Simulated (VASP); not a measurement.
# WS2 (Fm-3m) in VASP: a series of runs

One crystal, WS2, is run at these levels: PBE+U; tasks: single point.

All numbers are computed with VASP 6.6.1; they aren't measurements. Logs are shortened: lines on timing, memory, paths and dates and some standing lists are left out, and cuts for length are marked.

### 1 The crystal as given

Symmetry: Fm-3m, No. 225, cubic system. The conventional cell has a = 6.016 Å, b = 6.016 Å, c = 6.016 Å, α = 90.00°, β = 90.00°, γ = 90.00°. Around W (site symmetry m-3m) lie 8 S at 2.60 Å. Around S (site symmetry -43m) lie 4 W at 2.60 Å.

Measurements of this composition are mostly on another form, of space group No. 194.

### 2 Single point, PBE+U, collinear spin, zero start

INCAR

```
SYSTEM = WS2
PREC     = Accurate       ! precision mode
ENCUT    = 520            ! plane-wave cutoff, eV
EDIFF    = 1E-6           ! SCF threshold, eV
ISMEAR   = 0              ! smearing method
SIGMA    = 0.05           ! smearing width, eV
LREAL    = .False.        ! projectors in reciprocal space
LASPH    = .True.         ! aspherical terms in the spheres
NELM     = 60             ! most SCF steps
ALGO     = Normal         ! electronic algorithm
ISIF     = 2              ! what is computed and relaxed
LWAVE    = .False.        ! write WAVECAR
LCHARG   = .True.         ! write CHGCAR
ISPIN    = 2              ! spin polarisation
MAGMOM   = 0 0 0          ! initial moments
LORBIT   = 11             ! projections on sites
LMAXMIX  = 4              ! l up to which the mixer works
LDAU     = .True.         ! DFT+U
LDAUTYPE = 2            
LDAUL    = 2 -1           ! shell
LDAUU    = 4 0            ! U, eV
LDAUJ    = 0 0          
LDAUPRINT= 1            
GGA      = PE             ! functional
LELF     = .True.         ! ELF
LVHAR    = .True.
```

KPOINTS

```
regular mesh
0
Gamma
  6 6 6
  0 0 0
```

POSCAR

```
WS2
1.0
    0.0000000000      3.0079352200      3.0079352200
    3.0079352200      0.0000000000      3.0079352200
    3.0079352200      3.0079352200      0.0000000000
W S
1 2
Direct
    0.0000000000      0.0000000000      0.0000000000
    0.2500000000      0.2500000000      0.2500000000
    0.7500000000      0.7500000000      0.7500000000
```

Potentials or basis: VASP PAW PBE potentials, release 64 (W_sv, S).

Started as:

```sh
$ cat potpaw_PBE.64/W_sv/POTCAR potpaw_PBE.64/S/POTCAR > POTCAR
$ mpirun -np 1 vasp_std > vasp.out
```

OUTCAR:

```text
SYSTEM = WS2
   PREC = Accurate
   ENCUT = 520
   EDIFF = 1E-6
   ISMEAR = 0
   LREAL = .False.
   LASPH = .True.
   NELM = 60
   ISIF = 2
   ISPIN = 2
   LORBIT = 11
   GGA = PE

 ion  position               nearest neighbor table
   1  0.000  0.000  0.000-   3 2.60   3 2.60   3 2.60   2 2.60   3 2.60   2 2.60   2 2.60   2 2.60

   2  0.250  0.250  0.250-   1 2.60   1 2.60   1 2.60   1 2.60
   3  0.750  0.750  0.750-   1 2.60   1 2.60   1 2.60   1 2.60

  LATTYP: Found a face centered cubic cell.
 ALAT       =     6.0158704400

  Lattice vectors:

 A1 = (   0.0000000000,   3.0079352200,   3.0079352200)
 A2 = (   3.0079352200,   0.0000000000,   3.0079352200)
 A3 = (   3.0079352200,   3.0079352200,   0.0000000000)

Analysis of symmetry for initial positions (statically):
=====================================================================
 Subroutine PRICEL returns:
 Original cell was already a primitive cell.

 Routine SETGRP: Setting up the symmetry group for a
 face centered cubic supercell.

 Subroutine GETGRP returns: Found 48 space group operations
 (whereof 48 operations were pure point group operations)
 out of a pool of 48 trial point group operations.

The static configuration has the point symmetry O_h .

Analysis of symmetry for dynamics (positions and initial velocities):
=====================================================================
 Subroutine PRICEL returns:
 Original cell was already a primitive cell.

 Routine SETGRP: Setting up the symmetry group for a
 face centered cubic supercell.

 Subroutine GETGRP returns: Found 48 space group operations
 (whereof 48 operations were pure point group operations)
 out of a pool of 48 trial point group operations.

The dynamic configuration has the point symmetry O_h .

Analysis of structural, dynamic, and magnetic symmetry:
=====================================================================
 Subroutine PRICEL returns:
 Original cell was already a primitive cell.

 Routine SETGRP: Setting up the symmetry group for a
 face centered cubic supercell.

 Subroutine GETGRP returns: Found 48 space group operations
 (whereof 48 operations were pure point group operations)
 out of a pool of 48 trial point group operations.

The overall configuration has the point symmetry O_h .

 Subroutine INISYM returns: Found 48 space group operations
 (whereof 48 operations are pure point group operations),
 and found     1 'primitive' translations

----------------------------------------------------------------------------------------

                                     Primitive cell

  volume of cell :      54.4296

  direct lattice vectors                    reciprocal lattice vectors
     0.000000000  3.007935220  3.007935220    -0.166226984  0.166226984  0.166226984
     3.007935220  0.000000000  3.007935220     0.166226984 -0.166226984  0.166226984
     3.007935220  3.007935220  0.000000000     0.166226984  0.166226984 -0.166226984

  length of vectors
     4.253862783  4.253862783  4.253862783     0.287913582  0.287913582  0.287913582

  position of ions in fractional coordinates (direct lattice)
     0.000000000  0.000000000  0.000000000
     0.250000000  0.250000000  0.250000000
     0.750000000  0.750000000  0.750000000

  ion indices of the primitive-cell ions
   primitive index   ion index
                 1           1
                 2           2
                 3           3

----------------------------------------------------------------------------------------

 KPOINTS: regular mesh

Automatic generation of k-mesh.
 Grid dimensions read from file:
 generate k-points for:    6    6    6

 Generating k-lattice:

  Cartesian coordinates                     Fractional coordinates (reciprocal lattice)
    -0.027704497  0.027704497  0.027704497     0.166666667  0.000000000  0.000000000
     0.027704497 -0.027704497  0.027704497     0.000000000  0.166666667  0.000000000
     0.027704497  0.027704497 -0.027704497     0.000000000  0.000000000  0.166666667
[... 52 lines left out ...]
   IBRION =     -1    ionic relax: 0-MD 1-quasi-New 2-CG
   NFREE  =      0    steps in history (QN), initial steepest desc. (CG)
   ISIF   =      2    stress and relaxation
   ISYM   =      2    0-nonsym 1-usesym 2-fastsym
   POTIM  = 0.5000    time-step for ionic-motion
   TEBEG  =    0.0;   TEEND  =   0.0 temperature during run
   PSTRESS=    0.0 pullay stress
   NELECT =      26.0000    total number of electrons
   NUPDOWN=      -1.0000    fix difference up-down
   EMIN   =  10.00;   EMAX   =-10.00  energy-range for DOS
   EFERMI =   0.00;   METHOD = LEGACY
   ISMEAR =     0;   SIGMA  =   0.05  broadening in eV -4-tet -1-fermi 0-gaus
   EFERMI_NEDOS =   21; number of points for ismear=-14 and -15
   IALGO  =     38    algorithm
   IMIX   =      4    mixing-type and parameters
     AMIX     =   0.40;   BMIX     =  1.00
     AMIX_MAG =   1.60;   BMIX_MAG =  1.00
  volume/ion in A,a.u.               =      18.14       122.44
  Fermi-wavevector in a.u.,A,eV,Ry     =   1.279737  2.418353 22.282634  1.637727
  Thomas-Fermi vector in A             =   2.412205
   LORBIT       =     11    0 simple, 1 ext, 2 COOP (PROOUT), +10 PAW based schemes
 LDA+U is selected, type is set to LDAUTYPE =  2
   angular momentum for each species LDAUL =     2   -1
   U (eV)           for each species LDAUU =   4.0  0.0
   J (eV)           for each species LDAUJ =   0.0  0.0
   GGA     = PE    functional components
   LHFCALC =     F    Hartree Fock is set to
   AEXX    =    0.0000 exact exchange contribution
   IVDW    =     0    specifies the selected vdW correction
   LEPSILON=     F    determine dielectric tensor
   LRPA    =     F    only Hartree local field effects (RPA)
 spin polarized calculation
 Gauss-broadening in eV      SIGMA  =   0.05
  energy-cutoff  :      520.00
  volume of cell :       54.43
 maximum number of plane-waves:      1484
   NGX = 15   NGY = 15   NGZ = 15

 number of electron      26.0000001 magnetization       0.0000006

 Free energy of the ion-electron system (eV)
  ---------------------------------------------------
  ext. energy  EPLUGINS =         0.00000000
  ---------------------------------------------------
  free energy    TOTEN  =       -18.97350888 eV

  energy without entropy =      -18.96960506  energy(sigma->0) =      -18.97155697

atom =   1  type =  1  l = 2

 onsite density matrix

spin component  1

  0.2705  0.0000  0.0000  0.0000  0.0000
  0.0000  0.2705 -0.0000 -0.0000  0.0000
  0.0000 -0.0000  0.3791 -0.0000 -0.0000
  0.0000 -0.0000 -0.0000  0.2705 -0.0000
  0.0000  0.0000 -0.0000 -0.0000  0.3791

spin component  2

  0.2705  0.0000  0.0000  0.0000  0.0000
  0.0000  0.2705 -0.0000 -0.0000  0.0000
  0.0000 -0.0000  0.3791 -0.0000 -0.0000
  0.0000 -0.0000 -0.0000  0.2705 -0.0000
  0.0000  0.0000 -0.0000 -0.0000  0.3791

 occupancies and eigenvectors

  o =  0.2705  v =  0.0000  0.0000  0.0000  0.0000  0.0000  0.0000  0.0090  0.0000 -1.0000 -0.0000      0.0000  0.0000  0.0000  0.0000  0.0000  0.0000  0.0000  0.0000  0.0000  0.0000
  o =  0.2705  v =  0.0000  0.0000  0.0000  0.0000  0.0000  0.0000 -1.0000  0.0000 -0.0090  0.0000      0.0000  0.0000  0.0000  0.0000  0.0000  0.0000  0.0000  0.0000  0.0000  0.0000
  o =  0.2705  v =  0.0000  0.0000  0.0000  0.0000  0.0000  1.0000  0.0000  0.0000  0.0000  0.0000      0.0000  0.0000  0.0000  0.0000  0.0000  0.0000  0.0000  0.0000  0.0000  0.0000
  o =  0.2705  v =  0.0000  0.7159 -0.0000  0.6982  0.0000  0.0000  0.0000  0.0000  0.0000  0.0000      0.0000  0.0000  0.0000  0.0000  0.0000  0.0000  0.0000  0.0000  0.0000  0.0000
  o =  0.2705  v =  0.0000  0.6982 -0.0000 -0.7159  0.0000  0.0000  0.0000  0.0000  0.0000  0.0000      0.0000  0.0000  0.0000  0.0000  0.0000  0.0000  0.0000  0.0000  0.0000  0.0000
  o =  0.2705  v =  1.0000  0.0000  0.0000  0.0000  0.0000  0.0000  0.0000  0.0000  0.0000  0.0000      0.0000  0.0000  0.0000  0.0000  0.0000  0.0000  0.0000  0.0000  0.0000  0.0000
  o =  0.3791  v =  0.0000  0.0000  0.0000  0.0000  0.0000  0.0000  0.0000  0.8008 -0.0000  0.5989      0.0000  0.0000  0.0000  0.0000  0.0000  0.0000  0.0000  0.0000  0.0000  0.0000
  o =  0.3791  v =  0.0000  0.0000  0.0000  0.0000  0.0000  0.0000  0.0000 -0.5989 -0.0000  0.8008      0.0000  0.0000  0.0000  0.0000  0.0000  0.0000  0.0000  0.0000  0.0000  0.0000
  o =  0.3791  v =  0.0000  0.0000 -0.1596 -0.0000 -0.9872  0.0000  0.0000  0.0000  0.0000  0.0000      0.0000  0.0000  0.0000  0.0000  0.0000  0.0000  0.0000  0.0000  0.0000  0.0000
  o =  0.3791  v =  0.0000  0.0000  0.9872  0.0000 -0.1596  0.0000  0.0000  0.0000  0.0000  0.0000      0.0000  0.0000  0.0000  0.0000  0.0000  0.0000  0.0000  0.0000  0.0000  0.0000

 number of electron      26.0000000 magnetization       0.0000496

 Free energy of the ion-electron system (eV)
  ---------------------------------------------------
  ext. energy  EPLUGINS =         0.00000000
  ---------------------------------------------------
  free energy    TOTEN  =       -16.68844172 eV

  energy without entropy =      -16.68160990  energy(sigma->0) =      -16.68502581

 E-fermi :   7.4429     XC(G=0): -11.0051

 val. band max:        7.3986450424   @ k =  -0.3333   0.3333   0.1667
 cond. band min:       7.4491927027   @ k =   0.3333   0.0000   0.0000
 fundamental gap:      0.0505476603
 Fermi energy:         7.4428998843

 spin component 1

 k-point     1 :       0.0000    0.0000    0.0000
  band No.  band energies     occupation
      1     -67.7142      1.00000
      2     -31.8174      1.00000
      3     -31.8174      1.00000
      4     -31.8174      1.00000
      5      -7.9206      1.00000
      6      -3.6439      1.00000
[... 296 lines left out ...]
      3     -31.8268      1.00000
      4     -31.8239      1.00000
      5      -5.8899      1.00000
      6      -5.5202      1.00000
[... 9 lines left out ...]
     16      10.0242      0.00000
     17      11.2307      0.00000
 Fermi energy:         7.4428998843

 spin component 2

 k-point     1 :       0.0000    0.0000    0.0000
  band No.  band energies     occupation
      1     -67.7143      1.00000
      2     -31.8175      1.00000
      3     -31.8175      1.00000
      4     -31.8175      1.00000
      5      -7.9206      1.00000
      6      -3.6438      1.00000
[... 297 lines left out ...]
      4     -31.8240      1.00000
      5      -5.8898      1.00000
      6      -5.5201      1.00000
[... 9 lines left out ...]
     16      10.0242      0.00000
     17      11.2307      0.00000

------------------------ aborting loop because EDIFF is reached ----------------------------------------

  FORCE on cell =-STRESS in cart. coord.  units (eV):
  Direction    XX          YY          ZZ          XY          YZ          ZX
  --------------------------------------------------------------------------------------
  -------------------------------------------------------------------------------------
  Total       -2.2017451     -2.2017451     -2.2017451      0.0000000      0.0000000      0.0000000
  in kB      -64.8100255    -64.8100255    -64.8100255      0.0000000      0.0000000      0.0000000
  external PRESSURE =     -64.8100255 kB  Pullay stress =       0.0000000 kB

 VOLUME and BASIS-vectors are now :
 -----------------------------------------------------------------------------
  energy-cutoff  :      520.00
  volume of cell :       54.43
      direct lattice vectors                 reciprocal lattice vectors
     0.000000000  3.007935220  3.007935220    -0.166226984  0.166226984  0.166226984
     3.007935220  0.000000000  3.007935220     0.166226984 -0.166226984  0.166226984
     3.007935220  3.007935220  0.000000000     0.166226984  0.166226984 -0.166226984

 POSITION                                       TOTAL-FORCE (eV/Angst)
 -----------------------------------------------------------------------------------
      0.00000      0.00000      0.00000        -0.000000      0.000000     -0.000000
      1.50397      1.50397      1.50397         0.000000      0.000000      0.000000
      4.51190      4.51190      4.51190        -0.000000     -0.000000      0.000000
 -----------------------------------------------------------------------------------
    total drift:                                0.000000     -0.000000      0.000000

  FREE ENERGIE OF THE ION-ELECTRON SYSTEM (eV)
  ---------------------------------------------------
  free  energy   TOTEN  =       -16.6884417172 eV

  energy  without entropy=      -16.6816099034  energy(sigma->0) =      -16.68502581

 total charge

# of ion       s       p       d       tot
------------------------------------------
    1        2.321   6.204   3.097  11.621
    2        1.352   2.319   0.000   3.672
    3        1.352   2.319   0.000   3.672
--------------------------------------------------
tot          5.025  10.843   3.097  18.965

 magnetization (x)

# of ion       s       p       d       tot
------------------------------------------
    1       -0.000  -0.000  -0.000  -0.000
    2        0.000   0.000   0.000   0.000
    3        0.000   0.000   0.000   0.000
--------------------------------------------------
tot          0.000   0.000  -0.000   0.000
```

Wall time 46 s (1 thread of AMD EPYC 7R43 (Zen 3), shared host); peak memory 0.17 GiB.

What came out:

```
Free energy                                           : -16.6884 eV
Pressure                                              : -6.5 GPa
Band gap on the k mesh                                : none (metal or under the smearing width)
Net moment                                            : 0.00 μB per cell
Valence electrons inside the program's atomic spheres : W 11.62; S 3.67
```

Eigenvalues of the final occupation matrices:
```
    site  spin  trace               eigenvalues
site 1 d     1   1.57  0.27 0.27 0.27 0.38 0.38
site 1 d     2   1.57  0.27 0.27 0.27 0.38 0.38
```

The run has no spin-orbit coupling, so splittings on W are missing.

### 3 Single point, PBE+U, collinear spin, random start

INCAR

```
SYSTEM = WS2
  PREC = Accurate
  ENCUT = 520
  EDIFF = 1E-7
  ISMEAR = 0
  SIGMA = 0.05
  LREAL = .FALSE.
  LASPH = .TRUE.
  NELM = 100
  ALGO = Normal
  ISIF = 2
  LWAVE = .FALSE.
  LCHARG = .FALSE.
  ISPIN = 2
  MAGMOM = 0.6 0 0
  LORBIT = 11
  LMAXMIX = 4
  LDAU = .TRUE.
  LDAUTYPE = 2
  LDAUL = 2 -1
  LDAUU = 4 0
  LDAUJ = 0 0
  LDAUPRINT = 1
  GGA = PE
```

KPOINTS

```
Automatic mesh
0
G
  6 6 6
  0 0 0
```

POSCAR is that of step 2.

Potentials or basis: VASP PAW PBE potentials, release 64 (W_sv, S).

Started as:

```sh
$ cat potpaw_PBE.64/W_sv/POTCAR potpaw_PBE.64/S/POTCAR > POTCAR
$ mpirun -np 1 vasp_std > vasp.out
```

Run time: 52 s. Hardware: 1 thread of AMD EPYC 7R43 (Zen 3), shared host; peak memory 0.17 GiB.

It converged, with:

| Property | Result |
| --- | --- |
| Free energy | -17.8153 eV |
| Pressure | 0.8 GPa |
| Band gap on the k mesh | none (metal or under the smearing width) |
| Net moment | 1.97 μB per cell |
| Site moments | W +1.76; S -0.09 μB |
| Valence electrons inside the program's atomic spheres | W 11.62; S 3.73 |

Levels at points of the mesh, in eV from the Fermi level:
Spin up:
```
           k point  band 11  band 12  band 13  band 14  band 15  band 16  band 17
(0.00, 0.00, 0.00)    -3.24    -1.28    -1.28    -1.28     3.69     3.78     3.78
(0.50, 0.00, 0.00)    -3.62    -3.62    -2.47    -2.47     0.89     3.12     3.12
(0.50, 0.50, 0.00)    -3.16    -3.09    -2.47     0.17     1.02     2.79     2.79
```
Spin down:
| k point | band 9 | band 10 | band 11 | band 12 | band 13 | band 14 | band 15 | band 16 |
| --- | --- | --- | --- | --- | --- | --- | --- | --- |
| (0.00, 0.00, 0.00) | -6.15 | -1.32 | -1.32 | -1.32 | 0.33 | 0.33 | 4.33 | 4.33 |
| (0.50, 0.00, 0.00) | -4.70 | -3.64 | -3.59 | -3.59 | 0.75 | 0.75 | 1.99 | 4.63 |
| (0.50, 0.50, 0.00) | -5.57 | -2.56 | -2.56 | -0.48 | 0.07 | 1.86 | 2.16 | 3.30 |

Eigenvalues of the final occupation matrices:
```csv
site,spin,trace,eigenvalues
site 1 d,1,2.41,0.31 0.31 0.31 0.74 0.74
site 1 d,2,0.72,0.04 0.04 0.21 0.21 0.21
```
